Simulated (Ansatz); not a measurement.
# SiNi: the cost of one run

Program: Ansatz 0.2.0. Level of theory: DFT PBE, scalar-relativistic. These are calculated values, not measurements.

## (1) The system as given

Symmetry: Pmmn, No. 59, orthorhombic system. The conventional cell has a = 3.027 Å, b = 3.274 Å, c = 4.698 Å, α = 90.00°, β = 90.00°, γ = 90.00°. Around Si (site symmetry mm2) lie 6 Ni at 2.34 to 2.40 Å and 4 Si at 2.68 Å. Ni (site symmetry mm2) is surrounded by 6 Si at 2.34 to 2.40 Å and 4 Ni at 2.67 Å.

Structure file:

```xyz
4
Lattice="3.0266 0.0000 0.0000 0.0000 3.2735 0.0000 0.0000 0.0000 4.6978" Properties=species:S:1:pos:R:3 pbc="T T T"
Si    1.5133    1.6368    3.9569
Si    0.0000    0.0000    0.7408
Ni    1.5133    1.6368    1.6171
Ni    0.0000    0.0000    3.0807
```

Atoms are numbered in the order of the input: Si1, Si2, Ni3, Ni4.

## (2) After the deformation

Space group Pmmn before, P-1 after.

## (3) LAPW, all electrons

input.yaml reads:

```yaml
crystal:
  lattice:
    - [3.02662, -0.0151331, -0.0151331]
    - [-0.0163675, 3.2735, -0.0163675]
    - [-0.0234888, -0.0234888, 4.69776]
  atoms:
    - { symbol: Si, position: [0.5, 0.5, 0.8423] }
    - { symbol: Si, position: [0.0, 0.0, 0.1577] }
    - { symbol: Ni, position: [0.5, 0.5, 0.34422], spin: 1.5 }
    - { symbol: Ni, position: [0.0, 0.0, 0.65578], spin: 1.5 }
magnetization:
  spin_polarized: true
kpoints:
  mp_grid: { grid: [11, 10, 7] }
  band_path:
    path:
      - [0.0, 0.0, 0.0]
      - [0.0, 0.0, -0.5]
      - [0.0, -0.5, 0.0]
      - [0.0, 0.0, 0.0]
      - [-0.5, 0.0, 0.0]
      - [-0.5, 0.5, 0.5]
      - [0.0, 0.0, 0.0]
      - [-0.5, 0.5, 0.0]
      - [-0.5, 0.0, 0.5]
    npoints: 5
scf:
  occupations: { method: fermi_dirac, width: 0.05 }
hamiltonian:
  xc: pbe
  pseudopotentials: { kind: all_electron, lapw: { basis_error: 0.001 } }
output:
  forces: true
  stress: true
  eigenvalues: true
```

Command:

```sh
ansatz run input.yaml --threads 1 --pin off --max-ram 6144MiB --backend cpu --events-out ev --progress --plain --runs-dir out
```

Q: Estimate wall time and peak memory on 1 thread of Intel Xeon 6975P-C (Granite Rapids), shared host.

About 4.4 min, with a peak of 2.8 GiB.
